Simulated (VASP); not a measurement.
**BaF2 (fluorite), r²SCAN single-point calculation: VASP's output and Ansatz's**

POSCAR

```
Ba F
 1.0000000000000000
    -0.0000000000000000    3.0971637717855955    3.0971637717855955
     3.0971637717855955    0.0000000000000000    3.0971637717855955
     3.0971637717855955    3.0971637717855955   -0.0000000000000000
 Ba  F
   1   2
Cartesian
  0.0000000000000000 -0.0000000000000000  0.0000000000000000
  1.5485818858927978  1.5485818858927978  1.5485818858927978
  4.6457456576783942  4.6457456576783942  4.6457456576783942
```

VASP ran with the recommended PBE PAW datasets (24 valence electrons in the cell).

From OUTCAR

```
k-points           NKPTS =     29   k-points in BZ     NKDIM =     29   number of bands    NBANDS=     19

   NELECT =      24.0000    total number of electrons

   dimension x,y,z NGX =    36 NGY =   36 NGZ =   36
   dimension x,y,z NGXF=    72 NGYF=   72 NGZF=   72

  energy-cutoff  :      520.00
  volume of cell :       59.42
      direct lattice vectors                 reciprocal lattice vectors
     0.000000000  3.097163772  3.097163772    -0.161438024  0.161438024  0.161438024
     3.097163772  0.000000000  3.097163772     0.161438024 -0.161438024  0.161438024
     3.097163772  3.097163772  0.000000000     0.161438024  0.161438024 -0.161438024

 k-points in reciprocal lattice and weights: KPOINTS created by Atomic Simulation Env
   0.00000000  0.00000000  0.00000000       0.002
   0.12500000  0.00000000  0.00000000       0.016
   0.25000000  0.00000000  0.00000000       0.016
   0.37500000  0.00000000  0.00000000       0.016
   0.50000000  0.00000000  0.00000000       0.008
   0.12500000  0.12500000  0.00000000       0.012
   0.25000000  0.12500000  0.00000000       0.047
   0.37500000  0.12500000  0.00000000       0.047
   ...

 E-fermi :  -2.4290

 k-point     1 :       0.0000    0.0000    0.0000
  band No.  band energies     occupation
      1     -26.2155      2.00000
      2     -22.6707      2.00000
      3     -22.5312      2.00000
      4     -10.5565      2.00000
      5     -10.5565      2.00000
      6     -10.5565      2.00000
      7      -4.0647      2.00000
      8      -4.0647      2.00000
      9      -4.0647      2.00000
     10      -2.6612      2.00000
     11      -2.6612      2.00000
     12      -2.6612      2.00000
     13       4.7621      0.00000
     14       7.3297      0.00000
     15       7.3297      0.00000
     16       9.7083      0.00000
     17       9.7083      0.00000
     18       9.7083      0.00000
     19      13.6174      0.00000

 k-point     2 :       0.1250    0.0000    0.0000
  band No.  band energies     occupation
      1     -26.1796      2.00000
      2     -22.6840      2.00000
      3     -22.5744      2.00000
      4     -10.5862      2.00000
      5     -10.5815      2.00000
      6     -10.5815      2.00000
      7      -3.9986      2.00000
      8      -3.9986      2.00000
      9      -3.9008      2.00000
     10      -2.7668      2.00000
     11      -2.6818      2.00000
     12      -2.6818      2.00000
     13       5.1073      0.00000
     14       7.3122      0.00000
     15       7.3122      0.00000
     16       9.5148      0.00000
     17       9.7228      0.00000
     18       9.7228      0.00000
     19      12.9153      0.00000

 k-point     3 :       0.2500    0.0000    0.0000
  band No.  band energies     occupation
      1     -26.0888      2.00000
      2     -22.7405      2.00000
      3     -22.6616      2.00000
      4     -10.6510      2.00000
      5     -10.6403      2.00000
      6     -10.6403      2.00000
      7      -3.8469      2.00000
      8      -3.8469      2.00000
      9      -3.5046      2.00000
     10      -2.9845      2.00000
     11      -2.7216      2.00000
     12      -2.7216      2.00000
     13       5.9025      0.00000
     14       7.2855      0.00000
     15       7.2855      0.00000
     16       9.0487      0.00000
     17       9.7744      0.00000
     18       9.7745      0.00000
     19      11.9380      0.00000

 k-point     4 :       0.3750    0.0000    0.0000
  band No.  band energies     occupation
      1     -25.9911      2.00000
      2     -22.8479      2.00000
      3     -22.7057      2.00000
      4     -10.7072      2.00000
      5     -10.6969      2.00000
      6     -10.6969      2.00000
      7      -3.7118      2.00000
      8      -3.7118      2.00000
      9      -3.1812      2.00000
     10      -3.0845      2.00000
     11      -2.7417      2.00000
     12      -2.7417      2.00000
     13       6.6986      0.00000
     14       7.2775      0.00000
     15       7.2775      0.00000
     16       8.3222      0.00000
     17       9.8565      0.00000
     18       9.8565      0.00000
     19      11.9111      0.00000

 k-point     5 :       0.5000    0.0000    0.0000
  band No.  band energies     occupation
      1     -25.9481      2.00000
      2     -22.8997      2.00000
      3     -22.7178      2.00000
      4     -10.7283      2.00000
      5     -10.7198      2.00000
      6     -10.7198      2.00000
      7      -3.6628      2.00000
      8      -3.6628      2.00000
      9      -3.2327      2.00000
     10      -2.9288      2.00000
     11      -2.7419      2.00000
     12      -2.7419      2.00000
     13       7.2790      0.00000
     14       7.2790      0.00000
     15       7.3751      0.00000
     16       7.5422      0.00000
     17       9.9026      0.00000
     18       9.9026      0.00000
     19      12.3795      0.00000

 ...

  Total        0.3780339      0.3780339      0.3780339      0.0000000     -0.0000000     -0.0000000
  in kB       10.1933942     10.1933942     10.1933942      0.0000000     -0.0000000     -0.0000000
  external PRESSURE =      10.1933942 kB  Pullay stress =       0.0000000 kB

 POSITION                                       TOTAL-FORCE (eV/Angst)
 -----------------------------------------------------------------------------------
      0.00000      0.00000      0.00000        -0.000000     -0.000000      0.000000
      1.54858      1.54858      1.54858         0.000000      0.000000      0.000000
      4.64575      4.64575      4.64575        -0.000000     -0.000000     -0.000000
 -----------------------------------------------------------------------------------
    total drift:                                0.000000      0.000000      0.000000

  FREE ENERGIE OF THE ION-ELECTRON SYSTEM (eV)
  ---------------------------------------------------
  free  energy   TOTEN  =       -45.0596434672 eV

  energy  without entropy=      -45.0596434672  energy(sigma->0) =      -45.05964347
```

The two codes use different PAW datasets and cutoffs. VASP's cell holds 24 valence electrons and Ansatz's 24. Ansatz's stress includes a Pulay correction; VASP's doesn't.

Task: What does Ansatz give for the same cell and level of theory?

Result: gap between bands v and c 7.41 eV; least direct gap 7.52 eV; pressure 0.0 GPa.

Ansatz printed

```
SCF 1 converged in 6 iterations: F = -7590.721739 eV  dr2 = 3.23e-9
  greatest PAW one-centre occupation: 0.949 electrons in one spin orbital (limit 2), on the Ba atom at site 0 (counted from 0), in its partial waves of l = 0
NSCF: frozen V_eff on 7 k-points
SCF converged after 6 iterations
Free energy (F): -7590.721739 eV
Harris-Foulkes:  -7590.721739 eV  (|F-HF|=1.29e-9)
Internal energy: -7590.721739 eV  (E = F + TS)
E sigma→0 (E₀):  -7590.721739 eV
Fermi energy:    2.635239 eV
--- Per-component energies (eV) ---
  E_band       = -119.401761
  E_kinetic    = 587.075976
  E_local      = -1551.535739  (includes V_loc(G=0)·N_el)
  E_nonlocal   = 201.015401
  E_hartree    = 588.265609
  E_xc         = -317.997442
  E_vxc        = -383.570760  (∫ρ·V_xc dr)
  E_paw        = -5657.273308  (= ΣΔE_a)
  E_vpaw       = -173.607827  (= ΣTr[D̂ρ^β])
  E_aug_tail   = 0.002082  (compensation charges beyond the density's cutoff)
  E_vtau       = 24.689294  (kinetic-family band-sum trace: ∫τ·v_τ [+ j·A + Jᵃ·Aᵃ] dr)
  E_ewald      = -1440.281951
  E_core_change = 0.007633  (= ΣΔE_core)
  E_smearing   = -0.000000  (= −TS)
  E_closure    = 0.000000  (closes the sum)
  Σ components = -7590.721739   (vs F -7590.721739, Δ=0.00e0)
--- Forces (eV/Å), atoms counted from 1 ---
  atom   1  Ba    -0.00000000    -0.00000000    -0.00000000
  atom   2  F     -0.00000000     0.00000000    -0.00000000
  atom   3  F      0.00000000     0.00000000     0.00000000
  max |Σ_I F_I| component: 6.94e-18 eV/Å
--- Stress (GPa, compression-positive) ---
        0.012196       0.000000      -0.000000
        0.000000       0.012196       0.000000
        0.000000       0.000000       0.012196
  P = ⅓ Tr σ = 0.0122 GPa (0.122 kbar)
--- Band table (eV; the first three rows and the last of 29) ---
  k-point 0: bands = ["-20.8913", "-17.4597", "-17.2960", "-5.2445", "-5.2445", "-5.2445", "1.1650", "1.1650", "1.1650", "2.5330", "2.5330", "2.5330", "10.0492", "12.6234", "12.6234", "14.9789"]
  k-point 1: bands = ["-20.8543", "-17.4735", "-17.3409", "-5.2750", "-5.2699", "-5.2699", "1.2298", "1.2298", "1.3254", "2.4331", "2.5149", "2.5149", "10.3918", "12.5976", "12.5976", "14.7681"]
  k-point 2: bands = ["-20.7605", "-17.5264", "-17.4346", "-5.3417", "-5.3294", "-5.3294", "1.3793", "1.3793", "1.7120", "2.2277", "2.4798", "2.4798", "11.1726", "12.5621", "12.5621", "14.2531"]
  k-point 28: bands = ["-20.5119", "-17.6664", "-17.6664", "-5.6687", "-5.3689", "-5.3689", "1.4394", "2.0518", "2.2911", "2.2911", "2.3307", "2.4107", "10.6588", "13.1693", "13.4319", "13.4319"]
```
